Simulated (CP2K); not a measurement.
# AgCl (Chlorargyrite) (Fm-3m) in CP2K: reference runs, part 2 of 2

CP2K 2026.2. Earlier steps stand in the parts before.

### Step 5. Single point, PBE, 20.05 Å³/atom (volume scaled by 0.98)

File agcl_eos.inp:

```
&GLOBAL
  PROJECT agcl_eos
  RUN_TYPE ENERGY_FORCE
  PRINT_LEVEL LOW
&END GLOBAL
&FORCE_EVAL
  METHOD QS
  STRESS_TENSOR ANALYTICAL
  &DFT
    BASIS_SET_FILE_NAME BASIS_MOLOPT_UZH
    POTENTIAL_FILE_NAME POTENTIAL_UZH
    WFN_RESTART_FILE_NAME previous-RESTART.kp
    &MGRID
      CUTOFF 450
      REL_CUTOFF 60
      NGRIDS 5
    &END MGRID
    &QS
      METHOD GPW
      EPS_DEFAULT 1.0E-10
    &END QS
    &KPOINTS
      SCHEME MONKHORST-PACK 8 8 8
      GAMMA_CENTERED T
      SYMMETRY T
      SYMMETRY_BACKEND SPGLIB
    &END KPOINTS
    &SCF
      SCF_GUESS RESTART
      EPS_SCF 1.0E-6
      MAX_SCF 100
      ADDED_MOS 13
      CHOLESKY OFF
      EPS_EIGVAL 1.0E-7
      &DIAGONALIZATION ON
        ALGORITHM STANDARD
      &END DIAGONALIZATION
      &MIXING ON
        METHOD BROYDEN_MIXING
        ALPHA 0.4
        BETA 1.5
        NBUFFER 8
      &END MIXING
      &SMEAR ON
        METHOD FERMI_DIRAC
        ELECTRONIC_TEMPERATURE 580.23
      &END SMEAR
    &END SCF
    &XC
      &XC_FUNCTIONAL PBE
      &END XC_FUNCTIONAL
    &END XC
    &PRINT
      &KPOINTS ON
      &END KPOINTS
      &MULLIKEN ON
      &END MULLIKEN
      &MO ON
        ENERGIES T
        OCCUPATION_NUMBERS T
        &EACH
          QS_SCF 0
        &END EACH
        ADD_LAST NUMERIC
      &END MO
    &END PRINT
  &END DFT
  &SUBSYS
    &CELL
      A 3.8419144244 0.0000000000 0.0000000000
      B 1.9209572121 3.3271954907 0.0000000000
      C 1.9209572121 1.1090651635 3.1369099918
      PERIODIC XYZ
    &END CELL
    &COORD
      SCALED
      Ag  0.0000000000 0.0000000000 0.0000000000
      Cl  0.5000000000 0.5000000000 0.5000000000
    &END COORD
    &KIND Ag
      BASIS_SET TZVP-MOLOPT-PBE-GTH-q11
      POTENTIAL GTH-PBE-q11
    &END KIND
    &KIND Cl
      BASIS_SET TZVP-MOLOPT-PBE-GTH-q7
      POTENTIAL GTH-PBE-q7
    &END KIND
    &PRINT
      &ATOMIC_COORDINATES ON
      &END ATOMIC_COORDINATES
      &CELL ON
      &END CELL
    &END PRINT
  &END SUBSYS
  &PRINT
    &FORCES ON
    &END FORCES
    &STRESS_TENSOR ON
    &END STRESS_TENSOR
  &END PRINT
&END FORCE_EVAL
```

On the command line:

```
$ OMP_NUM_THREADS=1 cp2k.psmp -i agcl_eos.inp -o agcl_eos.out
```

It took 37 s on 1 thread of Arm Neoverse V1, shared host; peak memory 0.34 GiB.

Results (log left out):

| Item | Value |
| --- | --- |
| Free energy | -1418.4225 eV |
| Pressure | 5.3 GPa |
| Band gap on the k mesh | 0.88 eV, indirect (least direct gap 3.38 eV) |
| Mulliken charges | Ag +0.54; Cl -0.54 e |

Caveat: Mulliken charges move with the basis; the basis of atomic orbitals isn't converged, which shifts pressures, moduli and gaps.

### Step 6. Single point, PBE, 20.87 Å³/atom (volume scaled by 1.02)

Edit agcl_eos.inp of step 5 so:

```diff
@@ -69,5 +69,5 @@
     &CELL
-      A 3.8419144244 0.0000000000 0.0000000000
-      B 1.9209572121 3.3271954907 0.0000000000
-      C 1.9209572121 1.1090651635 3.1369099918
+      A 3.8934898998 0.0000000000 0.0000000000
+      B 1.9467449499 3.3718611627 0.0000000000
+      C 1.9467449499 1.1239537209 3.1790211911
       PERIODIC XYZ
```

Potentials or basis: POTENTIAL_UZH Ag GTH-PBE-q11, Cl GTH-PBE-q7; TZVP-MOLOPT-PBE-GTH basis.

On the command line:

```
$ OMP_NUM_THREADS=1 cp2k.psmp -i agcl_eos.inp -o agcl_eos.out
```

It took 47 s on 1 thread of Arm Neoverse V1, shared host; peak memory 0.33 GiB.

It converged, with:

```
Free energy            : -1418.4630 eV
Pressure               : 2.8 GPa
Band gap on the k mesh : 0.88 eV, indirect (least direct gap 3.24 eV)
Mulliken charges       : Ag +0.55; Cl -0.55 e
```

Caveat: Mulliken charges move with the basis; the basis of atomic orbitals isn't converged, which shifts pressures, moduli and gaps.

### Step 7. Single point, PBE, 19.64 Å³/atom (volume scaled by 0.96)

Edit agcl_eos.inp of step 6 so:

```diff
@@ -69,5 +69,5 @@
     &CELL
-      A 3.8934898998 0.0000000000 0.0000000000
-      B 1.9467449499 3.3718611627 0.0000000000
-      C 1.9467449499 1.1239537209 3.1790211911
+      A 3.8155991162 0.0000000000 0.0000000000
+      B 1.9077995580 3.3044057653 0.0000000000
+      C 1.9077995580 1.1014685884 3.1154236326
       PERIODIC XYZ
```

Potentials or basis: POTENTIAL_UZH Ag GTH-PBE-q11, Cl GTH-PBE-q7; TZVP-MOLOPT-PBE-GTH basis.

On the command line:

```
$ OMP_NUM_THREADS=1 cp2k.psmp -i agcl_eos.inp -o agcl_eos.out
```

agcl_eos.out:

```text

 CP2K| version string:                                       CP2K version 2026.2
 CP2K| Input file name                                              agcl_eos.inp

 GLOBAL| Force Environment number                                              1
 GLOBAL| Basis set file name                                    BASIS_MOLOPT_UZH
 GLOBAL| Potential file name                                       POTENTIAL_UZH
 GLOBAL| MM Potential file name                                     MM_POTENTIAL
 GLOBAL| Coordinate file name                                      __STD_INPUT__
 GLOBAL| Method name                                                        CP2K
 GLOBAL| Project name                                                   agcl_eos
 GLOBAL| Run type                                                   ENERGY_FORCE
 GLOBAL| FFT library                                                       FFTW3
[... 6 lines left out ...]
 GLOBAL| Total number of message passing processes                             1
 GLOBAL| Number of threads for this process                                    1
 GLOBAL| CPU model name                                                  UNKNOWN

[... 563 lines left out ...]
 # Total charge                             18.000000                 -0.000000

 !-----------------------------------------------------------------------------!

 ENERGY| Total FORCE_EVAL ( QS ) energy [hartree]            -52.124948221741356

 FORCES| Atomic forces [hartree/bohr]
 FORCES|   Atom     x               y               z               |f|
 FORCES|      1  2.26296669E-09  1.57229318E-09  6.49941891E-09   7.05943130E-09
 FORCES|      2 -2.26297561E-09 -1.57230781E-09 -6.49953321E-09   7.05954265E-09
 FORCES| Sum    -8.91866729E-15 -1.46266711E-14 -1.14292478E-13
 FORCES| Total atomic force                                       1.15569255E-13

 STRESS| Analytical stress tensor [bar]
 STRESS|                        x                   y                   z
 STRESS|      x        6.72423127869E+04   4.09545049617E-02  -7.34794401170E-02
 STRESS|      y        4.09545049617E-02   6.72422612686E+04   2.77629892871E-02
 STRESS|      z       -7.34794401170E-02   2.77629892871E-02   6.72423236271E+04
 STRESS| 1/3 Trace                                             6.72422992276E+04
 STRESS| Determinant                                           3.04037858414E+14

 STRESS| Eigenvectors and eigenvalues of the analytical stress tensor [bar]
 STRESS|                        1                   2                   3
 STRESS| Eigenvalues   6.72422031609E+04   6.72423021420E+04   6.72423923798E+04
 STRESS|      x          -0.576711930018      0.429668807976      0.694829522421
 STRESS|      y           0.645630486804      0.760845666338      0.065384604638
 STRESS|      z          -0.500564305843      0.486311204340     -0.716196054338
```

Run time: 52 s. Hardware: 1 thread of Arm Neoverse V1, shared host; peak memory 0.34 GiB.

What came out:

* Free energy: -1418.3920 eV
* Pressure: 6.7 GPa
* Band gap on the k mesh: 0.88 eV, indirect (least direct gap 3.46 eV)
* Mulliken charges: Ag +0.53; Cl -0.53 e

Caveat: Mulliken charges move with the basis; the basis of atomic orbitals isn't converged, which shifts pressures, moduli and gaps.

### Step 8. Single point, PBE, 21.28 Å³/atom (volume scaled by 1.04)

Edit agcl_eos.inp of step 7 so:

```diff
@@ -69,5 +69,5 @@
     &CELL
-      A 3.8155991162 0.0000000000 0.0000000000
-      B 1.9077995580 3.3044057653 0.0000000000
-      C 1.9077995580 1.1014685884 3.1154236326
+      A 3.9187730102 0.0000000000 0.0000000000
+      B 1.9593865051 3.3937569785 0.0000000000
+      C 1.9593865051 1.1312523261 3.1996647643
       PERIODIC XYZ
```

On the command line:

```
$ OMP_NUM_THREADS=1 cp2k.psmp -i agcl_eos.inp -o agcl_eos.out
```

It took 47 s on 1 thread of Arm Neoverse V1, shared host; peak memory 0.33 GiB.

Results (log left out):

| Property | Result |
| --- | --- |
| Free energy | -1418.4745 eV |
| Pressure | 1.7 GPa |
| Band gap on the k mesh | 0.89 eV, indirect (least direct gap 3.17 eV) |
| Mulliken charges | Ag +0.55; Cl -0.55 e |

Caveat: Mulliken charges move with the basis; the basis of atomic orbitals isn't converged, which shifts pressures, moduli and gaps.

### Step 9. Single point, PBE, 19.23 Å³/atom (volume scaled by 0.94)

Edit agcl_eos.inp of step 8 so:

```diff
@@ -69,5 +69,5 @@
     &CELL
-      A 3.9187730102 0.0000000000 0.0000000000
-      B 1.9593865051 3.3937569785 0.0000000000
-      C 1.9593865051 1.1312523261 3.1996647643
+      A 3.7889157319 0.0000000000 0.0000000000
+      B 1.8944578659 3.2812972766 0.0000000000
+      C 1.8944578659 1.0937657588 3.0936367405
       PERIODIC XYZ
```

Potentials or basis: POTENTIAL_UZH Ag GTH-PBE-q11, Cl GTH-PBE-q7; TZVP-MOLOPT-PBE-GTH basis.

On the command line:

```
$ OMP_NUM_THREADS=1 cp2k.psmp -i agcl_eos.inp -o agcl_eos.out
```

Wall time 52 s (1 thread of Arm Neoverse V1, shared host); peak memory 0.34 GiB.

It converged, with:

| Item | Value |
| --- | --- |
| Free energy | -1418.3535 eV |
| Pressure | 8.4 GPa |
| Band gap on the k mesh | 0.89 eV, indirect (least direct gap 3.54 eV) |
| Mulliken charges | Ag +0.53; Cl -0.53 e |

Caveat: Mulliken charges move with the basis; the basis of atomic orbitals isn't converged, which shifts pressures, moduli and gaps.

### Step 10. Single point, PBE, 21.69 Å³/atom (volume scaled by 1.06)

Edit agcl_eos.inp of step 9 so:

```diff
@@ -69,5 +69,5 @@
     &CELL
-      A 3.7889157319 0.0000000000 0.0000000000
-      B 1.8944578659 3.2812972766 0.0000000000
-      C 1.8944578659 1.0937657588 3.0936367405
+      A 3.9437340208 0.0000000000 0.0000000000
+      B 1.9718670104 3.4153738479 0.0000000000
+      C 1.9718670104 1.1384579493 3.2200453441
       PERIODIC XYZ
```

On the command line:

```
$ OMP_NUM_THREADS=1 cp2k.psmp -i agcl_eos.inp -o agcl_eos.out
```

Wall time 46 s (1 thread of Arm Neoverse V1, shared host); peak memory 0.33 GiB.

Results (log left out):

```yaml
Free_energy: -1418.4809 eV
Pressure: 0.8 GPa
Band_gap_on_the_k_mesh: 0.89 eV, indirect (least direct gap 3.11 eV)
Mulliken_charges: Ag +0.55; Cl -0.55 e
```

Caveat: Mulliken charges move with the basis; the basis of atomic orbitals isn't converged, which shifts pressures, moduli and gaps.

### Step 11. Equation of state, PBE

This step only gathers the single runs of the series.

What came out:

```
Equilibrium volume : 22.09 Å³/atom (rough: see the caveat)
Bulk modulus       : 42 GPa (rough)
```

Energy against volume, from the lowest point:
| volume (Å³/atom) | energy (meV/atom) |
| --- | --- |
| 19.231 | 63.73 |
| 19.640 | 44.48 |
| 20.049 | 29.23 |
| 20.458 | 17.52 |
| 20.868 | 8.97 |
| 21.277 | 3.24 |
| 21.686 | 0.00 |

Caveat: the minimum lies outside the volumes run; the basis of atomic orbitals isn't converged, which shifts pressures, moduli and gaps.

### Step 12. The runs side by side

| task | cell | NGRIDS | gap on the mesh (eV) | pressure (GPa) |
| --- | --- | --- | --- | --- |
| single point | as given | 5 | 0.88 | 3.9 |
| single point | atoms moved at random, drawn with an rms of 0.05 Å | 4 | 0.88 | 4.0 |
| equation of state | as given | 5 | - | - |

Alike in all rows: level PBE; potentials or basis POTENTIAL_UZH Ag GTH-PBE-q11, Cl GTH-PBE-q7; TZVP-MOLOPT-PBE-GTH basis; no spin polarisation; k mesh 8 × 8 × 8; smearing fermi-dirac 0.05 eV.

Caveats: the basis of atomic orbitals isn't converged, which shifts pressures, moduli and gaps; the minimum lies outside the volumes run (some runs).

Total energies depend on the potentials used, so only differences within one code and one set of settings carry meaning.

### Step 13. How close it comes

Step 2. Against the measured gap of AgCl, 3.249 eV (indirect; a printed reference work, data compilation), the calculated 0.88 eV is off by -2.37 eV. So large a miss can be the level of theory's own, or it may mean another phase, state or a wrong row. Spin-orbit coupling on Ag is left out. The value is that of PBE in an atomic basis (POTENTIAL_UZH Ag GTH-PBE-q11, Cl GTH-PBE-q7; TZVP-MOLOPT-PBE-GTH basis), whose error adds to the functional's, on a finite k mesh, which can miss the band edges, without temperature or zero-point motion. Semilocal functionals fall short of measured gaps as a rule.
